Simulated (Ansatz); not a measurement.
NaH in the wurtzite structure (it has left that coordination), relaxed with r2SCAN: 7 runs in Ansatz 0.2.0, each a construction of maximally localised Wannier functions. It is hexagonal, P6_3/mmc (No. 194); a = 3.953 Å, c = 4.828 Å in the conventional setting, 16.34 Å³ an atom. Around Na lie 5 H at 2.28–2.41 Å; around H lie 5 Na at 2.28–2.41 Å. The cell comes from a prototype generator: it can be a known phase or a hypothetical one. Spin polarisation is off.

```
Na H
1.0
     3.95328    0.00000    0.00000
    -1.97664    3.42364    0.00000
     0.00000    0.00000    4.82829
Na H
2 2
Cartesian
  0.0000 2.2824 -0.3018
  1.9766 1.1412 2.1124
  0.0000 2.2824 2.1124
  1.9766 1.1412 4.5265
```

Windows count from the top of the filled bands; a dash means that no such window was set (without an outer window there is no disentanglement). Rows marked drawn have settings drawn at random (some not listed).

```
functional  SCF mesh  trial orbitals  functions   mesh     window (eV)  frozen (eV)  settings  Ω total (Å²)  Ω invariant (Å²)  largest spread (Å²)  least projectability  interpolation miss of the model's filled bands (eV, to the nearest computed level)
       PBE     6×6×4             H s          2  6×6×4               –            –    chosen          2.97              2.96                 1.49                  0.94                                                                               0.005
       PBE     6×6×4             H s          2  6×6×2               –            –    chosen          2.86              2.83                 1.43                  0.94                                                                               0.070
       PBE     6×6×4             H s          2  6×6×6               –            –    chosen          3.00              2.98                 1.50                  0.94                                                                               0.001
    r2SCAN     6×6×4             H s          2  6×6×4               –            –    chosen          2.85              2.84                 1.42                  0.95                                                                               0.004
     HSE06     6×6×4             H s          2  6×6×4               –            –    chosen          2.84              2.83                 1.42                  0.95                                                                                   –
       PBE     6×6×4             H s          2  2×2×2               –            –     drawn          2.41              2.37                 1.21                  0.94                                                                               0.188
       PBE     6×6×4             H s          2  6×6×4  -29.7 to +20.8            –     drawn          1.41              1.41                 0.71                  0.78                                                                                   –
```

1 of the rows take their functions from a window without a frozen part or with a poor projection: such a subspace needn't follow the bands named, so its spread can't be set beside the others.

A dash in the last column means that the miss wasn't evaluated.

For H s with PBE the spread goes 2.86 Å² (6×6×2), 2.97 Å² (6×6×4), 3.00 Å² (6×6×6): finite differences on a coarse mesh understate it.
